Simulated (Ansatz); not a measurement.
Set up this calculation in Ansatz 0.2.0, as the native input.

```yaml
Task: single point
Functional: PBE
Potentials_or_basis: Ansatz PAW
Cutoff: "420 eV (not typed: the program's choice for these potentials)"
k_mesh: 13 × 13 × 13
Occupations: gaussian, width 0.014 eV
Spin: no spin polarisation
```

Cu:

```
Cu
1.0
    -1.44279    1.44279    1.37608
     1.44279   -1.44279    1.37608
     1.44279    1.44279   -1.37608
Cu
1
Direct
  0.00000 0.00000 0.00000
```

This isn't the form of Cu at room conditions, which is fcc.

One way to write it, as run:

input.yaml

```yaml
crystal:
  lattice:
    - [-1.44279332, 1.44279332, 1.37608145]
    - [1.44279332, -1.44279332, 1.37608145]
    - [1.44279332, 1.44279332, -1.37608145]
  atoms:
    - { symbol: Cu, position: [0.0, 0.0, 0.0] }
hamiltonian:
  xc: pbe
  pseudopotentials: { kind: paw }
kpoints:
  mp_grid: { grid: [13, 13, 13] }
scf:
  occupations: { method: gaussian, width: 0.014 }
output:
  forces: true
  stress: true
  eigenvalues: true
```

Potentials or basis: Ansatz PAW.

Run with:

```sh
$ ansatz run input.yaml --threads 2 --pin off --max-ram 5632MiB --backend cpu --events-out ev --progress --plain --runs-dir out
```

Results of the run:

```json
{
  "Pressure": "7.2 GPa",
  "Band gap on the k mesh": "none (metal or under the smearing width)"
}
```

Wall time 1.3 s on 2 threads of Arm Neoverse V1, with other jobs on the host, peak memory 0.29 GiB.
